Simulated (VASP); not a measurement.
Here is a VASP 6.6.1 calculation.

Contents of INCAR:

```
SYSTEM = CaF2
  PREC = Accurate
  ENCUT = 600
  EDIFF = 1E-6
  ISMEAR = 0
  SIGMA = 0.03
  LREAL = .False.
  LASPH = .True.
  NELM = 80
  ALGO = Normal
  ISIF = 3
  LWAVE = .False.
  LCHARG = .False.
  GGA = PE
  IBRION = 2
  NSW = 90
  EDIFFG = -0.01
```

Contents of KPOINTS:

```
Automatic mesh
0
Gamma
  8 8 8
  0 0 0
```

POSCAR

```
CaF2
1.0
    0.0000000000      2.7310000000      2.7310000000
    2.7310000000      0.0000000000      2.7310000000
    2.7310000000      2.7310000000      0.0000000000
Ca F
1 2
Direct
    0.0000000000      0.0000000000      0.0000000000
    0.2500000000      0.2500000000      0.2500000000
    0.7500000000      0.7500000000      0.7500000000
```

Potentials or basis: VASP PAW PBE potentials, release 64 (Ca_sv, F).

Launch:

```sh
$ cat potpaw_PBE.64/Ca_sv/POTCAR potpaw_PBE.64/F/POTCAR > POTCAR
$ mpirun -np 1 vasp_std > vasp.out
```

Question: Predict the space group after relaxing (to 0.05 Å).

Answer: Fm-3m (No. 225).

Question: Predict the relaxed volume.

Answer: 13.98 Å³/atom.

Question: Predict the relaxed cell.

Answer: a = 3.900 Å, b = 3.900 Å, c = 3.900 Å, α = 60.00°, β = 60.00°, γ = 60.00°.

Question: Estimate the band gap on the k mesh.

Answer: 7.11 eV, indirect (least direct gap 7.36 eV).

Final structure:
```yaml
crystal:
  lattice:
    - [0.00000, 2.75776, 2.75776]
    - [2.75776, 0.00000, 2.75776]
    - [2.75776, 2.75776, 0.00000]
  atoms:
    - { symbol: Ca, position: [0.00000, 0.00000, 0.00000] }
    - { symbol: F, position: [0.25000, 0.25000, 0.25000] }
    - { symbol: F, position: [0.75000, 0.75000, 0.75000] }
```

A k mesh can miss the band edges. PBE usually gives volumes a little too large and moduli too small.
